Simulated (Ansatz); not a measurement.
# Convergence study of Ni, part 2 of 2

Aim: run Ni with the default SCF settings, then change one group of settings at a time and see what moves: the number of iterations, the state or the numbers. System: Ni, its experimental structure (space group Fm-3m); the cell holds 1 atom. Source: COD entry 2102293, which need not be the ambient phase.

Ansatz 0.2.0; DFT PBE, PAW, plane waves, scalar-relativistic. The steps go on from the part before.

### Step 7. Broyden, β 0.5, preconditioner LDOS

File input.yaml:

```yaml
crystal:
  lattice:
    - [0.0, 1.7721, 1.7721]
    - [1.7721, 0.0, 1.7721]
    - [1.7721, 1.7721, 0.0]
  atoms:
    - { symbol: Ni, position: [0.0, 0.0, 0.0], spin: 2.0 }
magnetization:
  spin_polarized: true
hamiltonian:
  xc: pbe
  pseudopotentials: { kind: paw }
basis:
  ecutwfc: 420
kpoints:
  mp_grid: { grid: [14, 14, 14] }
scf:
  occupations: { method: fermi_dirac, width: 0.05 }
  lower_state_search: "off"
  algorithm: density_mixing
  max_iter: 50
  mixing: { algorithm: broyden, beta: 0.5, preconditioner: ldos }
output:
  forces: true
  stress: true
```

The run is started by

```bash
$ ansatz run input.yaml --threads 2 --pin off --max-ram 5120MiB --backend cpu --events-out ev --progress --plain --runs-dir out
```

Standard output, cut to the lines that bear on the results:

```text
[... 19 lines as in an earlier run ...]
Starting moments: Σ|m| = 2 μB on 1 of 1 site
[... 2 lines as in an earlier run ...]
spin=Collinear: LDOS preconditioning applied to the charge; magnetization (m = ρ↑ − ρ↓) channel mixes plain (no charge-response kernel on spin).
[... 1 line as in an earlier run ...]
SCF iter   1: F=—  HF=-5839.448916 eV  |F-HF|=—  |Δ(HF+E_count)|=         —  Δρ=1.25e-1 (↑1.12e-1 ↓1.25e-1)  dr2=1.29e-2  dr2_m=1.42e0  M=0.953 μB ∫|m|=1.055 μB  β_m=0.95  ethr=7.43e-5  ⟨swp⟩=1.0  Hψ=19844  notcnv=0
[...]
[... 1 line as in an earlier run ...]
[...]
SCF iter  15: F=-5839.721946 eV  HF=-5839.721946 eV  |F-HF|=2.53e-10  |Δ(HF+E_count)|=   5.35e-8  Δρ=1.11e-6 (↑1.11e-6 ↓1.05e-6)  dr2=1.17e-11  dr2_m=1.02e-10  M=0.635 μB ∫|m|=0.733 μB  ethr=3.25e-12  ⟨swp⟩=1.4  Hψ=9157  notcnv=0
[...]
[... 1 line as in an earlier run ...]
SCF converged after 15 iterations
Magnetization: 0.6353 μB (9.3177 up, 8.6823 down)
Absolute magnetization: 0.7342 μB (∫|ρ↑−ρ↓|, with the PAW one-centre terms)
Spin contamination: 0.0076 ħ² per cell (⟨S²⟩ above its minimum at these occupations)
Per-site moments (μB) at R_I (Å): [(0.6766384785904573, 1.0337777397260617)]
Free energy (F): -5839.721946 eV
[...]
E sigma→0 (E₀):  -5839.713877 eV
Entropy (-TS):   -0.016137 eV (-16.137 meV/atom)
Fermi energy:    17.674686 eV
[... 23 lines left out: energy terms, forces, stress ...]
```

It took 3.6 s on 2 threads of Arm Neoverse N1, shared host; peak memory 0.26 GiB.

It takes 15 iterations (default 11). Against the default run: the same free energy.

### Step 8. Cutoff 700 eV

input.yaml: that of step 7 with these lines changed.

```diff
@@ -13,3 +13,3 @@
 basis:
-  ecutwfc: 420
+  ecutwfc: 700
 kpoints:
@@ -19,5 +19,2 @@
   lower_state_search: "off"
-  algorithm: density_mixing
-  max_iter: 50
-  mixing: { algorithm: broyden, beta: 0.5, preconditioner: ldos }
 output:
```

The run is started by

```bash
$ ansatz run input.yaml --threads 2 --pin off --max-ram 5120MiB --backend cpu --events-out ev --progress --plain --runs-dir out
```

Standard output, cut to the lines that bear on the results:

```text
[... 9 lines as in an earlier run ...]
Basis set: ecut = 700 eV, 459 PW (Γ), exchange–correlation on 48×48×48 points (8 copies of the dense FFT grid, shifted against one another)
[... 9 lines as in an earlier run ...]
Starting moments: Σ|m| = 2 μB on 1 of 1 site
[... 2 lines as in an earlier run ...]
[...]
SCF iter   1: F=—  HF=-5839.451347 eV  |F-HF|=—  |Δ(HF+E_count)|=         —  Δρ=1.25e-1 (↑1.12e-1 ↓1.25e-1)  dr2=1.23e-2  dr2_m=1.42e0  M=0.953 μB ∫|m|=1.055 μB  β_m=0.30  ethr=6.80e-5  ⟨swp⟩=1.1  Hψ=19844  notcnv=0
[...]
[... 1 line as in an earlier run ...]
[...]
SCF iter  11: F=-5839.724376 eV  HF=-5839.724376 eV  |F-HF|=2.73e-12  |Δ(HF+E_count)|=   3.96e-9  Δρ=3.57e-7 (↑3.47e-7 ↓3.57e-7)  dr2=8.23e-14  dr2_m=1.25e-11  M=0.636 μB ∫|m|=0.734 μB  ethr=1.00e-12  ⟨swp⟩=1.9  Hψ=9828  notcnv=0
[...]
SCF converged after 11 iterations
Magnetization: 0.6360 μB (9.3180 up, 8.6820 down)
Absolute magnetization: 0.7350 μB (∫|ρ↑−ρ↓|, with the PAW one-centre terms)
Spin contamination: 0.0076 ħ² per cell (⟨S²⟩ above its minimum at these occupations)
Per-site moments (μB) at R_I (Å): [(0.6773654615270337, 1.0337777397260617)]
Free energy (F): -5839.724376 eV
[...]
E sigma→0 (E₀):  -5839.716310 eV
Entropy (-TS):   -0.016134 eV (-16.134 meV/atom)
Fermi energy:    17.671651 eV
[...]
--- Forces (eV/Å), atoms counted from 1 ---
  atom   1  Ni    -0.00000000    -0.00000000     0.00000000
[...]
--- Stress (GPa, compression-positive) ---
       -4.047955       0.000000      -0.000000
        0.000000      -4.047955      -0.000000
       -0.000000      -0.000000      -4.047955
  P = ⅓ Tr σ = -4.0480 GPa (-40.480 kbar)
```

Wall time 6 s (2 threads of Arm Neoverse N1, shared host); peak memory 0.3 GiB.

The count stays at 11. Against the default run: free energy shifted by -2.4 meV/atom.

### Step 9. Gaussian smearing, width 0.15 eV

input.yaml: that of step 8 with these lines changed.

```diff
@@ -13,3 +13,3 @@
 basis:
-  ecutwfc: 700
+  ecutwfc: 420
 kpoints:
@@ -17,4 +17,5 @@
 scf:
-  occupations: { method: fermi_dirac, width: 0.05 }
+  occupations: { method: gaussian, width: 0.15 }
   lower_state_search: "off"
+  max_iter: 50
 output:
```

The run is started by

```bash
$ ansatz run input.yaml --threads 2 --pin off --max-ram 5120MiB --backend cpu --events-out ev --progress --plain --runs-dir out
```

Standard output, cut to the lines that bear on the results:

```text
[... 19 lines as in an earlier run ...]
Starting moments: Σ|m| = 2 μB on 1 of 1 site
[... 2 lines as in an earlier run ...]
[...]
SCF iter   1: F=—  HF=-5839.451251 eV  |F-HF|=—  |Δ(HF+E_count)|=         —  Δρ=1.25e-1 (↑1.12e-1 ↓1.25e-1)  dr2=1.30e-2  dr2_m=1.43e0  M=0.951 μB ∫|m|=1.053 μB  β_m=0.30  ethr=7.53e-5  ⟨swp⟩=1.0  Hψ=19638  notcnv=0
[...]
[... 1 line as in an earlier run ...]
[...]
SCF iter  10: F=-5839.724994 eV  HF=-5839.724994 eV  |F-HF|=1.81e-10  |Δ(HF+E_count)|=   6.07e-9  Δρ=4.63e-6 (↑4.63e-6 ↓3.91e-6)  dr2=4.33e-11  dr2_m=1.85e-9  M=0.632 μB ∫|m|=0.729 μB  ethr=1.80e-11  ⟨swp⟩=2.0  Hψ=7977  notcnv=0
[...]
SCF converged after 10 iterations
Magnetization: 0.6320 μB (9.3160 up, 8.6840 down)
Absolute magnetization: 0.7297 μB (∫|ρ↑−ρ↓|, with the PAW one-centre terms)
Spin contamination: 0.0075 ħ² per cell (⟨S²⟩ above its minimum at these occupations)
Per-site moments (μB) at R_I (Å): [(0.6728999254771681, 1.0337777397260617)]
Free energy (F): -5839.724994 eV
[...]
E sigma→0 (E₀):  -5839.713975 eV
Entropy (-TS):   -0.022038 eV (-22.038 meV/atom)
Fermi energy:    17.669849 eV
[...]
--- Forces (eV/Å), atoms counted from 1 ---
  atom   1  Ni    -0.00000000     0.00000000     0.00000000
[...]
--- Stress (GPa, compression-positive) ---
       -3.978137      -0.000000      -0.000000
        0.000000      -3.978137       0.000000
        0.000000       0.000000      -3.978137
  P = ⅓ Tr σ = -3.9781 GPa (-39.781 kbar)
```

Run time: 2.5 s. Hardware: 2 threads of Arm Neoverse N1, shared host; peak memory 0.26 GiB.

Compared with step 2: free energy shifted by -3.0 meV/atom, zero-width estimate shifted by -0.1 meV/atom; 10 iterations in place of 11.

### Step 10. Broyden, β 0.3, preconditioner LDOS

input.yaml: that of step 9 with these lines changed.

```diff
@@ -17,5 +17,7 @@
 scf:
-  occupations: { method: gaussian, width: 0.15 }
+  occupations: { method: fermi_dirac, width: 0.05 }
   lower_state_search: "off"
+  algorithm: density_mixing
   max_iter: 50
+  mixing: { algorithm: broyden, beta: 0.3, preconditioner: ldos }
 output:
```

The run is started by

```bash
$ ansatz run input.yaml --threads 2 --pin off --max-ram 5120MiB --backend cpu --events-out ev --progress --plain --runs-dir out
```

Standard output, cut to the lines that bear on the results:

```text
[... 19 lines as in an earlier run ...]
Starting moments: Σ|m| = 2 μB on 1 of 1 site
[... 4 lines as in an earlier run ...]
SCF iter   1: F=—  HF=-5839.448916 eV  |F-HF|=—  |Δ(HF+E_count)|=         —  Δρ=1.25e-1 (↑1.12e-1 ↓1.25e-1)  dr2=1.29e-2  dr2_m=1.42e0  M=0.953 μB ∫|m|=1.055 μB  β_m=0.57  ethr=7.43e-5  ⟨swp⟩=1.0  Hψ=19844  notcnv=0
[...]
[... 1 line as in an earlier run ...]
[...]
SCF iter  16: F=-5839.721946 eV  HF=-5839.721946 eV  |F-HF|=1.59e-9  |Δ(HF+E_count)|=   4.13e-7  Δρ=1.23e-6 (↑4.23e-7 ↓1.23e-6)  dr2=5.71e-11  dr2_m=6.46e-11  M=0.635 μB ∫|m|=0.733 μB  ethr=1.00e-12  ⟨swp⟩=3.9  Hψ=8691  notcnv=0
[...]
[... 1 line as in an earlier run ...]
SCF converged after 16 iterations
Magnetization: 0.6353 μB (9.3176 up, 8.6824 down)
Absolute magnetization: 0.7341 μB (∫|ρ↑−ρ↓|, with the PAW one-centre terms)
Spin contamination: 0.0076 ħ² per cell (⟨S²⟩ above its minimum at these occupations)
Per-site moments (μB) at R_I (Å): [(0.6766058705417185, 1.0337777397260617)]
Free energy (F): -5839.721946 eV
[...]
E sigma→0 (E₀):  -5839.713877 eV
Entropy (-TS):   -0.016138 eV (-16.138 meV/atom)
Fermi energy:    17.674676 eV
[... 23 lines left out: energy terms, forces, stress ...]
```

Run time: 3.8 s. Hardware: 2 threads of Arm Neoverse N1, shared host; peak memory 0.26 GiB.

It takes 16 iterations (default 11). Against the default run: the same free energy.

### Step 11. Comparison

| step | settings | iterations | time | against the default run |
| --- | --- | --- | --- | --- |
| 2 | default SCF settings | 11 | 2.7 s | reference |
| 3 | Fermi–Dirac width 0.01 eV, no switch to direct minimisation | 10 | 3 s | free energy shifted by +7.8 meV/atom, zero-width estimate unchanged, pressure -3.9 GPa against -4.0 |
| 4 | MSR1 mixing, preconditioner none | 11 | 2.9 s | the same free energy |
| 5 | Broyden, β 0.7, preconditioner Kerker scaled by the density of states | 18 | 3.5 s | the same free energy |
| 6 | Anderson, β 0.8, history 12, no preconditioner | 15 | 3.3 s | the same free energy |
| 7 | Broyden, β 0.5, preconditioner LDOS | 15 | 3.6 s | the same free energy |
| 8 | cutoff 700 eV | 11 | 6 s | free energy shifted by -2.4 meV/atom |
| 9 | Gaussian smearing, width 0.15 eV | 10 | 2.5 s | free energy shifted by -3.0 meV/atom, zero-width estimate shifted by -0.1 meV/atom |
| 10 | Broyden, β 0.3, preconditioner LDOS | 16 | 3.8 s | the same free energy |

Decimal logarithm of the largest residual (eV) by iteration, counted through all cycles of a run (8 of the 9 runs):

```
iteration  step 2  step 3  step 4  step 5  step 6  step 7  step 8  step 9
        1     0.2     0.1     0.2     0.2     0.2     0.2     0.2     0.2
        2     0.0     0.0     0.0    -1.3    -0.8    -1.2     0.0     0.0
        3    -2.1    -2.3    -2.1    -1.9    -1.7    -2.9    -2.1    -2.1
        4    -1.8    -2.3    -1.8    -1.8    -2.0    -2.4    -1.7    -1.7
        5    -3.1    -3.5    -3.1    -2.9    -2.5    -2.4    -3.1    -3.1
        6    -3.6    -4.0    -3.6    -2.5    -2.9    -3.8    -3.7    -3.6
        7    -4.4    -5.0    -4.4    -3.3    -3.2    -4.4    -4.5    -4.5
        9    -6.7    -8.0    -6.7    -2.3    -3.6    -4.4    -7.0    -7.6
       10    -7.7   -10.2    -7.7    -2.8    -4.2    -4.5    -7.9    -8.7
       12       -       -       -    -3.6    -5.9    -6.0       -       -
       13       -       -       -    -4.9    -7.1    -7.1       -       -
       15       -       -       -    -5.4    -8.9   -10.0       -       -
       16       -       -       -    -5.9       -       -       -       -
       18       -       -       -    -7.9       -       -       -       -
```

### Step 12. What came out

This closing draws on all 2 parts.

| quantity | value |
| --- | --- |
| default run | 11 iterations, ferromagnetic, site moments Ni1 0.68 μB, total 0.64 μB per cell, no gap on the k-mesh |
| fewest iterations to that state among the runs shown | 11 (default SCF settings) |
| most iterations to it | 18 (Broyden, β 0.7, preconditioner Kerker scaled by the density of states) |
| runs that end in another state, among changes of path alone | 0 |
| largest shift of the free energy by occupations, cutoff, mesh or field | +7.8 meV/atom (Fermi–Dirac width 0.01 eV, no switch to direct minimisation) |

The default and the runs that change only the path, 6 in all, end in one state, in 11 to 18 iterations. Occupations, cutoff, mesh and fields change the problem that is solved, not just the path; the largest shift here is that of “Fermi–Dirac width 0.01 eV, no switch to direct minimisation”. Other settings tried on this cell gave no result: misspelt key scf.maxiter (input refused); fixed occupations (input refused). Counts include iterations that the program adds to test a close, so a difference of one or two ranks nothing. The starting density is a sum of atomic densities.
